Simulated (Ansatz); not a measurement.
Runs of Ansatz 0.2.0 on Pd. The structure is cubic, space group Im-3m (No. 229). The conventional cell has a = 3.145 Å, b = 3.145 Å, c = 3.145 Å, α = 90.00°, β = 90.00°, γ = 90.00°. Pd (site symmetry m-3m) has 8 Pd at 2.72 Å as nearest neighbours. This isn't the form of Pd at room conditions, which is fcc.

| task | level | cell | cutoff (eV) | smearing | points for each segment of the path | gap on the mesh (eV) | pressure (GPa) | relaxed volume (Å³/atom) |
| --- | --- | --- | --- | --- | --- | --- | --- | --- |
| relaxation of cell and atoms | PBEsol | relaxed | 420 | fermi-dirac 0.05 eV | - | none | 0.0 | 14.66 |
| relaxation of cell and atoms | RPBE | relaxed | 420 | fermi-dirac 0.05 eV | - | none | 0.0 | (a) |
| relaxation of cell and atoms | BLYP | relaxed | 420 | fermi-dirac 0.05 eV | - | none | 0.0 | (b) |
| band structure | r2SCAN | as given | 500 | fermi-dirac 0.05 eV | 14 | none | -5.6 | - |
| band structure | RPBE | as given | 420 | fermi-dirac 0.05 eV | 14 | none | (c) | - |
| band structure | PBEsol | as given | 420 | fermi-dirac 0.05 eV | 14 | none | -10.0 | - |
| single point | PBE | as given | 420 | gaussian 0.012 eV | - | none | -1.2 | - |
| band structure | BLYP | as given | 420 | fermi-dirac 0.05 eV | 14 | none | 8.7 | - |

Alike in all rows: potentials or basis Ansatz PAW; no spin polarisation; k mesh 12 × 12 × 12.

Problem. Fill in the values left out.

Solution. (a) 15.89; (b) 16.46; (c) 3.3.

Caveats: the PAW data sets come from PBE, with cores solved anew for the run's functional, which leaves a small shift of forces and pressure (some runs); the plane-wave basis is chosen anew once the cell has moved, so the energies of steps on either side of that aren't comparable (some runs).

A k mesh can miss the band edges, and the runs leave out spin-orbit coupling on Pd.

A gap of «none» marks a metal or a gap under the smearing width.
